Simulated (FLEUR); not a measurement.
Crystal: AlN.

```
Al N
1.0
     0.00000    2.18399    2.18399
     2.18399    0.00000    2.18399
     2.18399    2.18399    0.00000
Al N
1 1
Direct
  0.00000 0.00000 0.00000
  0.25000 0.25000 0.25000
```

Measurements of this composition are mostly on another form, of space group No. 186.

Base run:

| Quantity | Value |
| --- | --- |
| Program | FLEUR MaX-R8.1 (later development tree) |
| Functional | r2SCAN |
| Potentials or basis | all-electron |
| Basis | FLAPW |
| Kmax | 5.54 1/bohr |
| k mesh | 10 × 10 × 10 |
| Occupations | fermi-dirac, width 0.05 eV |
| Spin | no spin polarisation |

Its results: band gap on the k mesh 3.95 eV, indirect (least direct gap 4.89 eV).

The run is repeated on the same cell with these changes: functional from r2SCAN to PBEsol. What comes out?

Band gap on the k mesh 3.19 eV, indirect (least direct gap 4.13 eV).

r2SCAN gives the wider gap, since meta-GGAs in the generalised Kohn-Sham scheme recover part of the derivative discontinuity.

Caveats: the meta-GGA is that of a development version, with a GGA for the radial functions and cores and without core tails (some runs).
